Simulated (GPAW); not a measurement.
CuI (Marshite):

```
I Cu
1.0
     0.00000    3.03150    3.03150
     3.03150    0.00000    3.03150
     3.03150    3.03150    0.00000
I Cu
1 1
Direct
  0.00000 0.00000 0.00000
  0.75000 0.75000 0.75000
```

* Program: GPAW 26.7.0
* Task: single point
* Functional: PBE
* Potentials or basis: GPAW PAW data sets (gpaw-data 1.2.1)
* Cutoff: 600 eV
* Basis: pw
* k mesh: 8 × 8 × 8
* Occupations: fermi-dirac, width 0.05 eV
* Spin: no spin polarisation

On this cell: pressure 0.9 GPa; largest force zero by symmetry; band gap on the k mesh 1.14 eV, direct.

The same run follows on a disturbed copy (atoms moved at random, drawn with an rms of 0.05 Å):

```
I Cu
1.0
     0.00000    3.03150    3.03150
     3.03150    0.00000    3.03150
     3.03150    3.03150    0.00000
I Cu
1 1
Direct
  0.99532 0.00687 0.00367
  0.76201 0.76128 0.73768
```

Q: What changes?

A: The energy moves by +3.6 meV/atom; pressure 1.0 GPa; largest force 0.200 eV/Å; band gap on the k mesh 1.13 eV, direct.

Forces on the atoms (eV/Å):
```
I   -0.096 -0.024  0.174
Cu   0.096  0.024 -0.174
```

Stress tensor (GPa, compression positive):
```
 1.01  0.71 -0.08
 0.71  1.03 -0.39
-0.08 -0.39  0.97
```

Caveats: with this Cu data set, volumes or pressures lay over 1.5 % or 2 GPa off other programs in two to four cells of ten; spin-orbit coupling is left out, which moves the levels of the heavy elements.

